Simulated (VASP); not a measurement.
Computed with AM05 GGA, VASP's PBE PAW potentials (set 64) (plane waves; VASP).

The input files of a VASP run:

**INCAR**
```
SYSTEM = Li2O
PREC = Accurate
ENCUT = 520
EDIFF = 1E-7
NELM = 100
ALGO = Normal
LREAL = .FALSE.
LASPH = .TRUE.
ISMEAR = -5
GGA = AM
LWAVE = .FALSE.
LCHARG = .TRUE.
LORBIT = 11
NEDOS = 601
ISIF = 2
LEFG = .TRUE.
```

File KPOINTS:
```
K-points
0
Gamma
9 9 9
```

File POSCAR:
```
Li2O
1
   -0.0000000000     2.3045020218     2.3045020218
    2.3045020218    -0.0000000000     2.3045020218
    2.3045020218     2.3045020218     0.0000000000
Li O
2 1
Direct
  0.2500000000   0.2500000000   0.2500000000
  0.7500000000   0.7500000000   0.7500000000
  1.0000000000   1.0000000000   1.0000000000
```

POTCAR, in this order: Li_sv O (PBE.64 set). Program: vasp_std.

What VASP printed:

OSZICAR:
```
       N       E                     dE             d eps       ncg     rms          rms(c)
DAV:   1     0.416181537289E+02    0.41618E+02   -0.61534E+03   700   0.131E+03
DAV:   2    -0.108539921480E+02   -0.52472E+02   -0.50570E+02   794   0.237E+02
DAV:   3    -0.158188520827E+02   -0.49649E+01   -0.49466E+01  1300   0.603E+01
DAV:   4    -0.158977224584E+02   -0.78870E-01   -0.78716E-01   918   0.769E+00
DAV:   5    -0.158980848822E+02   -0.36242E-03   -0.36240E-03  1068   0.528E-01    0.700E+00
DAV:   6    -0.143586251383E+02    0.15395E+01   -0.84566E+00   708   0.186E+01    0.281E+00
DAV:   7    -0.143242449844E+02    0.34380E-01   -0.22174E-01   778   0.410E+00    0.146E+00
DAV:   8    -0.143239346211E+02    0.31036E-03   -0.62936E-02   782   0.315E+00    0.354E-01
DAV:   9    -0.143229858773E+02    0.94874E-03   -0.99758E-03   950   0.911E-01    0.118E-01
DAV:  10    -0.143235906522E+02   -0.60477E-03   -0.14502E-03   766   0.339E-01    0.893E-02
DAV:  11    -0.143235159787E+02    0.74673E-04   -0.20309E-04   842   0.163E-01    0.144E-02
DAV:  12    -0.143235176423E+02   -0.16636E-05   -0.15991E-05   862   0.403E-02    0.295E-03
DAV:  13    -0.143235183323E+02   -0.69000E-06   -0.21953E-06   826   0.148E-02    0.107E-03
DAV:  14    -0.143235183416E+02   -0.92384E-08   -0.68620E-08   822   0.310E-03
   1 F= -.14323518E+02 E0= -.14323518E+02  d E =0.000000E+00
```

OUTCAR:
```
------------------------ aborting loop because EDIFF is reached ----------------------------------------
  FORCE on cell =-STRESS in cart. coord.  units (eV):
  Direction    XX          YY          ZZ          XY          YZ          ZX
  --------------------------------------------------------------------------------------
  Total       -0.0599634     -0.0599634     -0.0599634     -0.0000000     -0.0000000     -0.0000000
  in kB       -3.9249633     -3.9249633     -3.9249633     -0.0000000     -0.0000000     -0.0000000
  external PRESSURE =      -3.9249633 kB  Pullay stress =       0.0000000 kB
  volume of cell :       24.48
      direct lattice vectors                 reciprocal lattice vectors
     0.000000000  2.304502022  2.304502022    -0.216966614  0.216966614  0.216966614
     2.304502022  0.000000000  2.304502022     0.216966614 -0.216966614  0.216966614
     2.304502022  2.304502022  0.000000000     0.216966614  0.216966614 -0.216966614
 POSITION                                       TOTAL-FORCE (eV/Angst)
 -----------------------------------------------------------------------------------
      1.15225      1.15225      1.15225        -0.000000      0.000000      0.000000
      3.45675      3.45675      3.45675        -0.000000     -0.000000     -0.000000
      0.00000      0.00000      0.00000         0.000000     -0.000000      0.000000
 -----------------------------------------------------------------------------------
    total drift:                               -0.000000      0.000000      0.000000
  FREE ENERGIE OF THE ION-ELECTRON SYSTEM (eV)
  ---------------------------------------------------
  free  energy   TOTEN  =       -14.3235183416 eV

  energy  without entropy=      -14.3235183416  energy(sigma->0) =      -14.32351834

 total charge

# of ion       s       p       d       tot
------------------------------------------
    1        2.036   0.106   0.000   2.142
    2        2.036   0.106   0.000   2.142
    3        1.531   3.492   0.000   5.023
--------------------------------------------------
tot          5.603   3.704   0.000   9.307

 Electric field gradients after diagonalization (V/A^2)
 (convention: |V_zz| > |V_xx| > |V_yy|)
----------------------------------------------------------------------
 ion       V_xx      V_yy      V_zz     asymmetry (V_yy - V_xx)/ V_zz
----------------------------------------------------------------------
   1      -0.006    -0.006     0.012       0.000
   2      -0.006    -0.006     0.012       0.000
   3      -0.004    -0.004     0.007       0.000
```
(Selected blocks of OUTCAR.)

The compound is Li2O in the antifluorite structure. It was relaxed first.
